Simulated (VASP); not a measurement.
Input of a VASP 6.6.1 run:

Contents of INCAR:

```
SYSTEM = EuO
PREC = Accurate
ENCUT = 520
EDIFF = 1E-7
ISMEAR = -1
SIGMA = 0.05
LREAL = .FALSE.
LASPH = .TRUE.
NELM = 120
ALGO = Normal
ISIF = 2
LWAVE = .FALSE.
LCHARG = .FALSE.
ISPIN = 2
MAGMOM = 8.5 0
LORBIT = 11
LMAXMIX = 6
GGA = PE
```

Contents of KPOINTS:

```
Automatic mesh
0
G
  9 9 9
  0 0 0
```

Contents of POSCAR:

```
EuO
1.0
    0.0000000000      2.5719500000      2.5719500000
    2.5719500000      0.0000000000      2.5719500000
    2.5719500000      2.5719500000      0.0000000000
Eu O
1 1
Direct
    0.0000000000      0.0000000000      0.0000000000
    0.5000000000      0.5000000000      0.5000000000
```

Potentials or basis: VASP PAW PBE potentials, release 64 (Eu, O).

Run with:

```sh
$ cat potpaw_PBE.64/Eu/POTCAR potpaw_PBE.64/O/POTCAR > POTCAR
$ mpirun -np 1 vasp_std > vasp.out
```

**Question.** Estimate the net moment.

**Answer.** 6.97 μB per cell.

**Question.** Estimate the site moments.

**Answer.** Eu +6.59; O -0.10 μB.

**Question.** What does it give for the band gap on the k mesh?

**Answer.** None (metal or under the smearing width).

**Question.** Predict the pressure.

**Answer.** -4.5 GPa.

Caveat: spin-orbit coupling is left out, which moves the levels of the heavy elements; a cell with one magnetic atom can't hold antiferromagnetic order, which such compounds often take; without U or exact exchange the open f shell lies at the Fermi level, which spoils levels, moments and volumes. The state reached can hang on the start; a lower one may exist.

The gap isn't set beside the measured one, since this odd mesh misses points on the zone boundary.
